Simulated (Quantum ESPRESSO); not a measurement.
Runs of Quantum ESPRESSO 7.5 on SiC (Moissanite 6H). Symmetry: P6_3mc, No. 186, hexagonal system. Conventional cell: a = 3.095 Å, b = 3.095 Å, c = 15.170 Å, α = 90.00°, β = 90.00°, γ = 120.00°. Si (site symmetry 3m) is surrounded by 4 C at 1.90 Å. Around Si (site symmetry 3m) lie 4 C at 1.90 Å. Si (site symmetry 3m) has 4 C at 1.90 Å as nearest neighbours. Around C (site symmetry 3m) lie 4 Si at 1.90 Å. Around C (site symmetry 3m) lie 4 Si at 1.90 Å. C (site symmetry 3m) is surrounded by 4 Si at 1.90 Å. 

```csv
task,level,potentials or basis,cutoff (eV),form of the LDA correlation,gap on the mesh (eV),pressure (GPa),V0 of scaled cells (Å³/atom),B0 (GPa),largest force (eV/Å)
equation of state,LDA,GBRV 1.5 LDA,612,PZ81,-,-,10.14,229,-
equation of state,PBE,SSSP 1.3 efficiency PBE,748,-,-,-,(a),213,-
band structure,LDA,GBRV 1.5 LDA,612,PZ81,(c),(b),-,-,0.14
band structure,PBEsol,GBRV 1.5 PBEsol,612,-,1.92,-3.2,-,-,0.14
```

Alike in all rows: no spin polarisation; cell as given; k mesh 10 × 10 × 2; smearing fermi-dirac 0.05 eV.

Estimate the missing entries.

(a) 10.51; (b) -7.4; (c) 1.98.

Caveats: the cell was scaled at fixed shape and fractional positions, which overstates the stiffness of a crystal with free parameters, most of all of layers and chains (some runs); some levels on the path didn't converge (some runs).

